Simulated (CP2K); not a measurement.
Runs of CP2K 2026.2 on AlN. The structure is cubic, space group F-43m (No. 216). Conventional cell: a = 4.368 Å, b = 4.368 Å, c = 4.368 Å, α = 90.00°, β = 90.00°, γ = 90.00°. Al (site symmetry -43m) has 4 N at 1.89 Å as nearest neighbours. Around N (site symmetry -43m) lie 4 Al at 1.89 Å. Measurements of this composition are mostly on another form, of space group No. 186.

```csv
task,level,potentials or basis,smearing,EPS_DEFAULT,NGRIDS,CUTOFF of the grids,points a segment of the path (NPOINTS),bands added on the path,gap on the mesh (eV),pressure (GPa),V0 of scaled cells (Å³/atom),B0 (GPa)
equation of state,PBE,"POTENTIAL_UZH Al GTH-PBE-q3, N GTH-PBE-q5; TZVP-MOLOPT-PBE-GTH basis",fermi-dirac 0.05 eV,1.0E-10,4,450 Ry,-,-,-,-,10.62,191
band structure,PBE,"GTH_POTENTIALS Al GTH-PBE-q3, N GTH-PBE-q5; DZVP-MOLOPT-SR-GTH basis",fermi-dirac 0.01 eV,1.0E-9,4,450 Ry,6,6,3.32,4.3,-,-
band structure,PBEsol,"POTENTIAL_UZH Al GTH-PBE-q3, N GTH-PBE-q5; TZVP-MOLOPT-PBE-GTH basis",fermi-dirac 0.1 eV,1.0E-9,5,450 Ry,6,2,3.17,3.4,-,-
band structure,LDA,"GTH_POTENTIALS Al GTH-PADE-q3, N GTH-PADE-q5; TZVP-MOLOPT-PBE-GTH basis",fermi-dirac 0.0259 eV,1.0E-10,4,450 Ry,6,6,3.25,-4.9,-,-
equation of state,PBE+D3(BJ),"POTENTIAL_UZH Al GTH-PBE-q3, N GTH-PBE-q5; TZVP-MOLOPT-PBE-GTH basis",fermi-dirac 0.0259 eV,1.0E-10,4,450 Ry,-,-,-,-,(c),198
equation of state,PBE,"GTH_POTENTIALS Al GTH-PBE-q3, N GTH-PBE-q5; DZVP-MOLOPT-SR-GTH basis",fermi-dirac 0.01 eV,1.0E-9,4,450 Ry,-,-,-,-,10.65,(a)
equation of state,LDA,"GTH_POTENTIALS Al GTH-PADE-q3, N GTH-PADE-q5; TZVP-MOLOPT-PBE-GTH basis",fermi-dirac 0.05 eV,1.0E-10,5,450 Ry,-,-,-,-,(b),204
equation of state,PBEsol,"POTENTIAL_UZH Al GTH-PBE-q3, N GTH-PBE-q5; TZVP-MOLOPT-PBE-GTH basis",fermi-dirac 0.05 eV,1.0E-10,4,450 Ry,-,-,-,-,10.60,195
band structure,r2SCAN,"POTENTIAL_UZH Al GTH-SCAN-q3, N GTH-SCAN-q5; TZVP-MOLOPT-SCAN-GTH basis",fermi-dirac 0.1 eV,1.0E-9,5,675 Ry,8,4,4.01,-2.3,-,-
band structure,TB-mBJ,"POTENTIAL_UZH Al GTH-PBE-q3, N GTH-PBE-q5; TZVP-MOLOPT-PBE-GTH basis",fermi-dirac 0.0259 eV,1.0E-10,4,675 Ry,6,6,3.99,-,-,-
single point,PBE,"POTENTIAL_UZH Al GTH-PBE-q3, N GTH-PBE-q5; TZVP-MOLOPT-PBE-GTH basis",fermi-dirac 0.05 eV,1.0E-10,5,450 Ry,-,-,3.32,3.8,-,-
band structure,PBE,"POTENTIAL_UZH Al GTH-PBE-q3, N GTH-PBE-q5; TZVP-MOLOPT-PBE-GTH basis",fermi-dirac 0.01 eV,1.0E-9,4,450 Ry,8,2,3.32,3.8,-,-
```

Alike in all rows: no spin polarisation; cell as given; k mesh 10 × 10 × 10.

Question: Estimate the missing entries.

Answer: (a) 190; (b) 10.16; (c) 10.39.

Caveats: the basis of atomic orbitals isn't converged, which shifts pressures, moduli and gaps; the potentials were made for another functional, which shifts forces and pressure (some runs); this is a model potential without an energy functional, so only levels have meaning (some runs).

A k mesh can miss the band edges.

Not every run made on this cell is shown here.
